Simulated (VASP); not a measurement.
A run of VASP 6.6.1 is set up as follows.

The input INCAR:

```
SYSTEM = HfO2
PREC = Accurate ; ENCUT = 600
EDIFF = 1E-6 ; ISMEAR = -1
SIGMA = 0.05 ; LREAL = .FALSE.
LASPH = .TRUE. ; NELM = 80
ALGO = Normal ; ISIF = 3
LWAVE = .FALSE. ; LCHARG = .FALSE.
GGA = PE ; IBRION = 2
NSW = 60 ; EDIFFG = -0.02
PSTRESS = 300
```

KPOINTS

```
regular mesh
0
G
  4 6 3
  0 0 0
```

Contents of POSCAR:

```
HfO2
1.0
    5.5563950000      0.0000000000      0.0000000000
    0.0000000000      3.3335970000      0.0000000000
    0.0000000000      0.0000000000      6.5049950000
Hf O
4 8
Direct
    0.7486820000      0.7500000000      0.6078710000
    0.2513180000      0.2500000000      0.3921290000
    0.2486820000      0.7500000000      0.8921290000
    0.7513180000      0.2500000000      0.1078710000
    0.6394990000      0.2500000000      0.4234000000
    0.3605010000      0.7500000000      0.5766000000
    0.1394990000      0.2500000000      0.0766000000
    0.8605010000      0.7500000000      0.9234000000
    0.5207940000      0.2500000000      0.8414530000
    0.4792060000      0.7500000000      0.1585470000
    0.0207940000      0.2500000000      0.6585470000
    0.9792060000      0.7500000000      0.3414530000
```

Potentials or basis: VASP PAW PBE potentials, release 64 (Hf_pv, O).

Command:

```sh
$ cat potpaw_PBE.64/Hf_pv/POTCAR potpaw_PBE.64/O/POTCAR > POTCAR
$ mpirun -np 1 vasp_std > vasp.out
```

(1) Estimate the band gap on the k mesh.

(2) What does it give for the relaxed volume?

Answers

(1) 3.29 eV, direct.

(2) 9.07 Å³/atom.

Caveat: the cell is relaxed towards a set pressure, so the enthalpy falls and the energy may rise; spin-orbit coupling is left out, which moves the levels of the heavy elements; an odd mesh through Γ misses points on the zone boundary, where band edges often lie.
